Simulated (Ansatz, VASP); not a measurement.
Cr: VASP beside Ansatz

The input POSCAR:

```
Cr
1.0
    0.0000000000      2.8839000000      2.8839000000
    2.8839000000      0.0000000000      2.8839000000
    2.8839000000      2.8839000000      0.0000000000
Cr
4
Direct
    0.0000000000      0.0000000000      0.0000000000
    0.2500000000      0.2500000000      0.2500000000
    0.5000000000      0.5000000000      0.5000000000
    0.7500000000      0.7500000000      0.7500000000
```

INCAR.step1

```
SYSTEM = Cr
ALGO     = Normal         ! electronic algorithm
EDIFF    = 1E-4           ! SCF threshold, eV
ENCUT    = 520            ! plane-wave cutoff, eV
GGA      = PE             ! functional
ISMEAR   = -1             ! smearing method
LASPH    = .TRUE.         ! aspherical terms in the spheres
LCHARG   = .FALSE.        ! write CHGCAR
LREAL    = .FALSE.        ! projectors in reciprocal space
LWAVE    = .TRUE.         ! write WAVECAR
NBANDS   = 32             ! bands
NELM     = 60             ! most SCF steps
PREC     = Accurate       ! precision mode
SIGMA    = 0.08           ! smearing width, eV
```

INCAR.step2

```
SYSTEM = Cr
ALGO     = Normal         ! electronic algorithm
EDIFF    = 1E-6           ! SCF threshold, eV
ENCUT    = 520            ! plane-wave cutoff, eV
ISIF     = 2              ! what is computed and relaxed
ISMEAR   = -1             ! smearing method
ISTART   = 1            
LASPH    = .TRUE.         ! aspherical terms in the spheres
LCHARG   = .FALSE.        ! write CHGCAR
LMIXTAU  = .TRUE.       
LREAL    = .FALSE.        ! projectors in reciprocal space
LWAVE    = .FALSE.        ! write WAVECAR
METAGGA  = R2SCAN         ! meta-GGA
NBANDS   = 32             ! bands
NELM     = 60             ! most SCF steps
PREC     = Accurate       ! precision mode
SIGMA    = 0.08           ! smearing width, eV
```

Contents of KPOINTS:

```
k-points
0
G
  9 9 9
  0 0 0
```

Input for Ansatz:

```yaml
crystal:
  lattice:
    - [0.0, 2.8839, 2.8839]
    - [2.8839, 0.0, 2.8839]
    - [2.8839, 2.8839, 0.0]
  atoms:
    - { symbol: Cr, position: [0.0, 0.0, 0.0] }
    - { symbol: Cr, position: [0.25, 0.25, 0.25] }
    - { symbol: Cr, position: [0.5, 0.5, 0.5] }
    - { symbol: Cr, position: [0.75, 0.75, 0.75] }
kpoints:
  mp_grid: { grid: [9, 9, 9] }
scf:
  occupations: { method: fermi_dirac, width: 0.08 }
  lower_state_search: "off"
hamiltonian:
  xc: r2scan
  pseudopotentials: { kind: paw }
output:
  forces: true
  stress: true
  eigenvalues: true
  write_density: true
  write_potential: true
  elf: true
  volumetric_format: npy
```

Alike in both runs: task single point; functional r2SCAN; k mesh 9 × 9 × 9; occupations fermi-dirac, width 0.08 eV; no spin polarisation.

|  | VASP | Ansatz |
| --- | --- | --- |
| version | VASP 6.6.1 | Ansatz 0.2.0 |
| potentials or method | VASP PAW PBE potentials, release 64 (Cr_pv) | PAW with Ansatz's default frozen-core files, scalar-relativistic |
| plane-wave cutoff (eV) | 520 | 500 |
| valence electrons in the cell | 48 | 56 |

```csv
,VASP,Ansatz,Ansatz less VASP
pressure (GPa),-13.5,-14.0,-0.51
```

The two sets of potentials don't hold the same shells in valence.

Caveats: the PAW data sets were made with another functional, which shifts forces and pressure a little (VASP); the run has no spin polarisation, though such a crystal can be magnetic. Spin polarisation is off, so any magnetic state and its effect on volume and gap are missing.
